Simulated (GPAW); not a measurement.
The system is BaTiO3.

```xyz
5
Lattice="3.9998 0.0000 0.0000 0.0000 3.9998 0.0000 0.0000 0.0000 4.0180" Properties=species:S:1:pos:R:3 pbc="T T T"
Ba    0.0000    0.0000    0.0000
Ti    1.9999    1.9999    1.9688
O     0.0000    1.9999    2.0773
O     1.9999    0.0000    2.0773
O     1.9999    1.9999    0.0763
```

Base run:

```yaml
Program: GPAW 26.7.0
Functional: PBEsol
Potentials_or_basis: PAW data sets generated in the run's folder for this functional
Cutoff: 800 eV
Basis: pw
k_mesh: 5 × 5 × 5
Occupations: fermi-dirac, width 0.05 eV
Spin: no spin polarisation
Hubbard_terms: Ti d U = 6 eV
```

Its results: band gap on the k mesh 2.81 eV, indirect (least direct gap 2.96 eV); pressure 0.6 GPa; largest force 0.634 eV/Å.

**Question.** The run is repeated on the same cell with these changes: hubbard terms from Ti d U = 6 eV to none. What comes out?

**Answer.** Band gap on the k mesh 1.92 eV, indirect (least direct gap 2.04 eV); pressure -2.4 GPa; largest force 0.291 eV/Å.

The U term pushes filled and empty states of the shell apart.

Caveats: spin-orbit coupling is left out, which moves the levels of the heavy elements; the mesh misses the band edges, which the band path finds closer together.

Not every run made on this cell is shown here.
